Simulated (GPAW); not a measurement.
The system is Zn.

```
CELL_PARAMETERS angstrom
2.67000 0.00000 0.00000
-1.33500 2.31229 0.00000
0.00000 0.00000 4.96600
ATOMIC_POSITIONS crystal
Zn 0.66667 0.33333 0.75000
Zn 0.33333 0.66667 0.25000
```

| Quantity | Value |
| --- | --- |
| Program | GPAW 26.7.0 |
| Task | relaxation of cell and atoms |
| Functional | PBEsol |
| Dispersion | D4 |
| Potentials or basis | PAW data sets generated in the run's folder for this functional |
| Cutoff | 600 eV |
| Basis | pw |
| k mesh | 10 × 10 × 5 |
| Occupations | fermi-dirac, width 0.05 eV |
| Spin | no spin polarisation |

At the start: pressure -7.8 GPa; volume 15.33 Å³/atom.

Task: How do energy, volume and symmetry change on relaxing?

Result: Over 6 steps the energy falls by 39.0 meV/atom and the volume is 13.84 Å³/atom (-9.7 %); space group P6_3/mmc (No. 194, to 0.05 Å).

Step by step:
```
step  energy change (eV)  largest force (eV/Å)  pressure (GPa)  volume (Å³)
   1              0.0000                0.0000           -7.79        30.66
   2             -0.0224                0.0000           -6.79        30.17
   3             -0.0743                0.0000            1.40        27.44
   4             -0.0766                0.0000           -0.29        27.87
   5             -0.0769                0.0000           -0.20        27.84
   6             -0.0779                0.0000            0.10        27.67
```

Final structure:
```yaml
crystal:
  lattice:
    - [2.58589, 0.00000, 0.00000]
    - [-1.29294, 2.23944, 0.00000]
    - [0.00000, 0.00000, 4.77896]
  atoms:
    - { symbol: Zn, position: [0.66667, 0.33333, 0.75000] }
    - { symbol: Zn, position: [0.33333, 0.66667, 0.25000] }
```

Caveat: later steps reuse the first step's grids; pairwise dispersion overbinds metals, which lowers pressure and volume.
